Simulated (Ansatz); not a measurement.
Axial (c/a) deformation path in AlN

Theory: DFT LDA, scalar-relativistic, plane waves, PAW (Ansatz 0.2.0). The runs took a 420 eV cutoff, a Γ-centred 9×9×6 mesh and Gaussian smearing (0.05 eV). No spin polarisation. Energies are free energies at this smearing, counted from the undisturbed cell; pressure is positive in compression.

The undisturbed cell (as given, not relaxed at this level; it stands at -8.7 GPa; this form isn't the usual structure):

```
Al N
1.0
     3.31212    0.00000    0.00000
    -1.65606    2.86838    0.00000
     0.00000    0.00000    4.18756
Al N
2 2
Cartesian
  0.0000 1.9123 3.1407
  1.6561 0.9561 1.0469
  0.0000 1.9123 1.0469
  1.6561 0.9561 3.1407
```

At fixed volume and fractional coordinates, lengths along (0.000, 0.000, 1.000) are scaled against those across it; ρ is that ratio over its starting value. At -9 GPa the given cell is far from its own equilibrium, so these figures belong to a strongly strained crystal.

```csv
ρ,ΔE (meV/atom)
0.800,220.6
0.850,105.0
0.920,24.5
0.960,5.5
1.000,0.0
1.050,8.2
1.100,30.2
1.200,110.0
1.300,235.0
```

Task: Predict the gap on the mesh (eV) at each point.

Result:
| ρ | gap on the mesh (eV) |
| --- | --- |
| 0.800 | 3.16 |
| 0.850 | 3.58 |
| 0.920 | 3.53 |
| 0.960 | 3.39 |
| 1.000 | 3.28 |
| 1.050 | 3.16 |
| 1.100 | 3.08 |
| 1.200 | 3.04 |
| 1.300 | 3.15 |